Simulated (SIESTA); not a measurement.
Crystal: BaTiO3.

```
Ba Ti O
1.0
     3.99980    0.00000    0.00000
     0.00000    3.99980    0.00000
     0.00000    0.00000    4.01800
Ba Ti O
1 1 3
Direct
  0.00000 0.00000 0.00000
  0.50000 0.50000 0.49000
  0.00000 0.50000 0.51700
  0.50000 0.00000 0.51700
  0.50000 0.50000 0.01900
```

Base run:

- Program: SIESTA 5.4.2
- Functional: vdW-DF-cx
- Potentials or basis: PseudoDojo 0.4 standard (PBE files)
- Basis: DZP (energy shift 0.003 Ry; two zetas on semicore shells; d shell added on Ba)
- Grid cutoff: 800 Ry
- Energy shift: 0.003 Ry
- k mesh: 7 × 7 × 7
- Occupations: fermi-dirac, width 0.05 eV
- Spin: no spin polarisation

Its results: band gap on the k mesh 1.81 eV, indirect (least direct gap 1.99 eV); pressure -0.3 GPa; largest force 0.203 eV/Å.

**Question.** The run is repeated on the same cell with these changes: functional from vdW-DF-cx to BLYP. What comes out?

**Answer.** Band gap on the k mesh 1.85 eV, indirect (least direct gap 2.02 eV); pressure 10.8 GPa; largest force 0.139 eV/Å.

Caveats: this set's barium file shifts pressures by up to 1 GPa against other sets; the potentials were made for another functional, which shifts forces and pressure; spin-orbit coupling is left out, which moves the levels of the heavy elements; the mesh misses the band edges, which the band path finds closer together; the basis of atomic orbitals isn't converged, which shifts pressures, moduli and gaps.
